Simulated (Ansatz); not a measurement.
# TePb (Fm-3m) in Ansatz: reference runs

Reference runs on TePb: the cell as given and a disturbed copy.

Everything below comes from runs of Ansatz 0.2.0. Logs are shortened: lines on timing, memory, paths and dates and some standing lists are left out, and cuts for length are marked.

## (1) The structure

It takes space group Fm-3m (No. 225, cubic). The conventional cell has a = 6.462 Å, b = 6.462 Å, c = 6.462 Å, α = 90.00°, β = 90.00°, γ = 90.00°. Pb (site symmetry m-3m) is surrounded by 6 Te at 3.23 Å. Te (site symmetry m-3m) has 6 Pb at 3.23 Å as nearest neighbours.

## (2) Single point, PBE

The input, input.yaml:

```yaml
crystal:
  lattice:
    - [0.0, 3.231, 3.231]
    - [3.231, 0.0, 3.231]
    - [3.231, 3.231, 0.0]
  atoms:
    - { symbol: Pb, position: [0.0, 0.0, 0.0] }
    - { symbol: Te, position: [0.5, 0.5, 0.5] }
kpoints:
  mp_grid: { grid: [7, 7, 7] }
scf:
  occupations: { method: fermi_dirac, width: 0.05 }
hamiltonian:
  xc: pbe
  pseudopotentials: { kind: all_electron, lapw: { basis_error: 0.001 } }
output:
  forces: true
  stress: true
  eigenvalues: true
  populations: true
```

Potentials or basis: all-electron LAPW, scalar-relativistic.

Launch:

```bash
ansatz run input.yaml --threads 1 --pin off --max-ram 2560MiB --backend cpu --events-out ev --progress --plain --runs-dir out
```

Standard output:

```text
Warning: RAYON_NUM_THREADS=1 ignored (pool sized by the plan → 1); use --threads N
Pb: projections on atomic orbitals take those of the free atom 1s2 2s2 2p6 3s2 3p6 3d10 4s2 4p6 4d10 4f14 5s2 5p6 5d10 6s2 6p2, of charge +0.00 (hamiltonian.pseudopotentials.projection_atoms)
Te: projections on atomic orbitals take those of the free atom 1s2 2s2 2p6 3s2 3p6 3d10 4s2 4p6 4d10 5s2 5p4, of charge +0.00 (hamiltonian.pseudopotentials.projection_atoms)
LAPW: plane waves up to 6.848 Å⁻¹, error target 1.0e-3 eV per atom; small_component_spin mean_spin; Te in spheres of 1.578 Å, 24 of its electrons in bands, Dirac shells []; Pb in spheres of 1.653 Å, 36 of its electrons in bands, Dirac shells [] (how accurate: hamiltonian.pseudopotentials.lapw.basis_error, Limitations)
Engine: ansatz 0.2.0, x86_64-unknown-linux-gnu
Pseudopotentials: kind: all_electron
Pseudopotential: Pb, LAPW, valence charge 36, lapw/all_electron/scalar/gaussian/Pb, Koelling and Harmon's equation, gaussian nucleus
Pseudopotential: Te, LAPW, valence charge 24, lapw/all_electron/scalar/gaussian/Te, Koelling and Harmon's equation, gaussian nucleus
Functional definition: PBE
  parameter kappa = 0.804
  parameter beta = 0.06672455060314922
  exchange = pbe_x(kappa = kappa, mu = beta*pi^2/3)
  correlation = pbe_c(beta = beta)
Crystal: 2 atoms, lattice volume = 67.459 Å³
Basis set: ecut = 178.68617503059642 eV, 339 PW (Γ), exchange–correlation at level 2
Bands: 36, of which v1, the nominal top of the filled ones, is band 30 counted from 1 (29 counted from 0)
Symmetry: 48 space group operations
Space group: Fm-3m (ITA 225), of the structure as read, at distance tolerance 4.1e-5 Å
k-points: 20 of 343
Non-local potential: Pb, projectors of the file, none
Non-local potential: Te, projectors of the file, none
Initial density: superposition of atomic densities (chi_scale 0.1, normalization cell, long waves kept (reshape's long-wave potential 0.00 eV rms))
Initial wavefunctions: plane waves of lowest kinetic energy (no species holds an atomic orbital)
Functional: x = pbe(κ = 0.804, μ = 0.2195149727645171), c = pbe(β = 0.06672455060314922)
iter 1 solved again at ethr=6.82e-4 eV; its pass at ethr=1.00e-1 eV (dr2=4.09e-1 eV) is discarded
SCF iter   1: F=—  HF=-752951.876621 eV  |F-HF|=—  |Δ(HF+E_count)|=         —  Δρ=1.54e-2  dr2=4.09e-1  ethr=6.82e-4  ⟨swp⟩=2.5  Hψ=4467  notcnv=0
preconditioner: auto → none  [insulator: Δε(μ)=1.119 eV  Ē_g=16.027 eV  σ=0.050 eV  W_gap=1.00  n_scr=14 (ndim 8)  ℏωp=20.2 eV  f_vac=0.106  D(μ)=0.00/eV (n_scr^D=0)  ε∞_Penn≈2.6]
iter 2 solved again at ethr=1.08e-5 eV; its pass at ethr=6.82e-4 eV (dr2=6.50e-3 eV) is discarded
SCF iter   2: F=—  HF=-752951.765036 eV  |F-HF|=—  |Δ(HF+E_count)|=   1.12e-1  Δρ=3.50e-3  dr2=6.51e-3  ethr=1.08e-5  ⟨swp⟩=2.0  Hψ=3742  notcnv=0
SCF iter   3: F=—  HF=-752951.756530 eV  |F-HF|=—  |Δ(HF+E_count)|=   8.51e-3  Δρ=2.37e-3  dr2=5.95e-3  ethr=1.08e-5  ⟨swp⟩=2.9  Hψ=2209  notcnv=0
SCF iter   4: F=—  HF=-752951.757896 eV  |F-HF|=—  |Δ(HF+E_count)|=   1.37e-3  Δρ=8.24e-4  dr2=6.69e-4  ethr=9.91e-6  ⟨swp⟩=2.0  Hψ=2150  notcnv=0
SCF iter   5: F=—  HF=-752951.758090 eV  |F-HF|=—  |Δ(HF+E_count)|=   1.94e-4  Δρ=1.32e-4  dr2=1.40e-5  ethr=1.12e-6  ⟨swp⟩=2.0  Hψ=2140  notcnv=0
SCF iter   6: F=—  HF=-752951.758101 eV  |F-HF|=—  |Δ(HF+E_count)|=   1.11e-5  Δρ=2.30e-5  dr2=4.99e-7  ethr=2.34e-8  ⟨swp⟩=2.9  Hψ=2181  notcnv=0
SCF iter   7: F=-752951.758102 eV  HF=-752951.758102 eV  |F-HF|=2.42e-8  |Δ(HF+E_count)|=   7.54e-7  Δρ=4.04e-6  dr2=1.23e-8  ethr=8.31e-10  ⟨swp⟩=3.0  Hψ=2224  notcnv=0
SCF 1 converged in 7 iterations: F = -752951.758102 eV  dr2 = 1.23e-8
SCF converged after 7 iterations
Free energy (F): -752951.758102 eV
Harris-Foulkes:  -752951.758102 eV  (|F-HF|=2.42e-8)
Internal energy: -752951.758100 eV  (E = F + TS)
E sigma→0 (E₀):  -752951.758101 eV
Entropy (-TS):   -0.000003 eV (-0.001 meV/atom)
Fermi energy:    12.227662 eV
--- Per-component energies (eV) ---
  E_band       = -3402.919847
  E_kinetic    = 850229.202034
  E_xc         = -15371.931986
  E_electrostatic = -1587809.028148  (all electrons and nuclei)
  E_smearing   = -0.000003  (= −TS)
  E_closure    = 0.000000  (closes the sum)
  E_atoms      = -752944.279139  (free atoms, spherical and without spin; not in F)
  Σ components = -752951.758102   (vs F -752951.758102, Δ=0.00e0)
  Basis errors (estimates in eV, not in F): energy 3.5e-4 per atom: plane waves 3.4e-4 (1.8e-4 summed), levels above the bands 8.9e-63, relativity 3.3e-8, radial functions 1.6e-5, core shells 7.3e-9; eigenvalues (radial functions only) 2.8e-6; not estimated: angular momenta, meshes, grids; target (lapw.basis_error) 1.0e-3; muffin-tin radii Te 1.578 Å, Pb 1.653 Å
--- Forces (eV/Å), atoms counted from 1 ---
  atom   1  Pb     0.00000000    -0.00000000    -0.00000000
  atom   2  Te    -0.00000000    -0.00000000    -0.00000000
  max |Σ_I F_I| component: 7.89e-31 eV/Å
--- Stress (GPa, compression-positive) ---
        2.124352       0.000000      -0.000000
        0.000000       2.124352      -0.000000
       -0.000000      -0.000000       2.124352
  P = ⅓ Tr σ = 2.1244 GPa (21.244 kbar)
--- Band table (eV; the first three rows and the last of 20) ---
  k-point 0: bands = ["-146.9708", "-127.5669", "-116.5971", "-116.5951", "-116.5951", "-116.5951", "-116.5936", "-116.5936", "-116.5936", "-97.0090", "-97.0090", "-97.0090", "-69.4089", "-69.4089", "-69.4089", "-24.3440", "-24.3440", "-24.3385", "-24.3385", "-24.3385", "-4.9110", "-4.9110", "-4.9024", "-4.9024", "-4.9024", "-0.2032", "6.2306", "10.4675", "10.4675", "10.4675", "15.8968", "15.8968", "15.8968", "17.6360", "17.6360", "17.6360"]
  k-point 1: bands = ["-146.9708", "-127.5669", "-116.5971", "-116.5951", "-116.5951", "-116.5951", "-116.5936", "-116.5936", "-116.5936", "-97.0090", "-97.0090", "-97.0090", "-69.4089", "-69.4089", "-69.4089", "-24.3440", "-24.3440", "-24.3385", "-24.3384", "-24.3384", "-4.9136", "-4.9136", "-4.9019", "-4.8996", "-4.8996", "-0.0290", "5.6737", "10.5197", "10.5197", "10.7746", "14.9504", "15.1579", "15.1579", "17.4680", "18.0170", "18.0170"]
  k-point 2: bands = ["-146.9708", "-127.5669", "-116.5971", "-116.5951", "-116.5951", "-116.5951", "-116.5936", "-116.5936", "-116.5936", "-97.0090", "-97.0090", "-97.0090", "-69.4089", "-69.4089", "-69.4089", "-24.3439", "-24.3439", "-24.3384", "-24.3382", "-24.3382", "-4.9204", "-4.9204", "-4.9010", "-4.8922", "-4.8922", "0.4629", "4.5050", "10.6803", "10.6803", "11.2869", "13.6426", "13.9982", "13.9982", "18.0202", "19.0492", "19.0492"]
  k-point 19: bands = ["-146.9708", "-127.5669", "-116.5971", "-116.5951", "-116.5951", "-116.5951", "-116.5936", "-116.5936", "-116.5936", "-97.0090", "-97.0090", "-97.0090", "-69.4089", "-69.4089", "-69.4089", "-24.3441", "-24.3437", "-24.3383", "-24.3381", "-24.3377", "-4.9540", "-4.9137", "-4.8981", "-4.8911", "-4.8782", "1.5947", "3.7947", "7.9190", "8.5477", "11.1387", "13.7618", "16.5273", "17.3342", "17.9570", "19.1457", "22.1905"]
--- Löwdin populations: 2 sites ---
  site symbol       q [e]
     0     Pb     81.8085
     1     Te     52.1484
  spilling = 0.000322 (of n_electrons = 134.000000)
```

Run time: 11 s. Hardware: 1 thread of Intel Xeon Platinum 8488C (Sapphire Rapids), shared host; peak memory 0.37 GiB.

What came out:

```
Free energy     : -752951.7581 eV
Pressure        : 2.1 GPa
Loewdin charges : Pb +0.19; Te -0.15 e
```

Caveat: this odd mesh misses L, where the gap lies, so gap, dielectric constants and Born charges aren't listed.

## (3) Single point, PBE (atoms moved at random, drawn with an rms of 0.05 Å)

Edit input.yaml of step 2 so:

```diff
@@ -6,4 +6,4 @@
   atoms:
-    - { symbol: Pb, position: [0.0, 0.0, 0.0] }
-    - { symbol: Te, position: [0.5, 0.5, 0.5] }
+    - { symbol: Pb, position: [-0.00791, 0.007972, -0.004686] }
+    - { symbol: Te, position: [0.506326, 0.508106, 0.490492] }
 kpoints:
```

Potentials or basis: all-electron LAPW, scalar-relativistic.

Launch:

```bash
ansatz run input.yaml --threads 1 --pin off --max-ram 2560MiB --backend cpu --events-out ev --progress --plain --runs-dir out
```

Run time: 77 s. Hardware: 1 thread of Intel Xeon Platinum 8488C (Sapphire Rapids), shared host; peak memory 0.71 GiB.

The run converged. Its results:

- Free energy: -752951.7571 eV
- Pressure: 2.2 GPa
- Largest force: 0.036 eV/Å
- Band gap on the k mesh: 1.01 eV, direct
- Loewdin charges: Pb +0.19; Te -0.15 e

Forces in eV/Å, atoms in the order of the input:
```
Pb  -0.009  0.019  0.029
Te   0.009 -0.019 -0.029
```

Levels at points of the mesh, in eV from the valence-band top:
```tsv
k point	band 26	band 27	band 28	band 29	band 30	band 31	band 32	band 33	band 34	band 35
(0.00, 0.00, 0.00)	-11.92	-5.48	-1.26	-1.25	-1.25	4.16	4.17	4.18	5.92	5.93
```

Caveat: spin-orbit coupling is left out, which as a rule narrows the gap of such compounds by several tenths of an eV; an odd mesh through Γ misses points on the zone boundary, where band edges often lie.
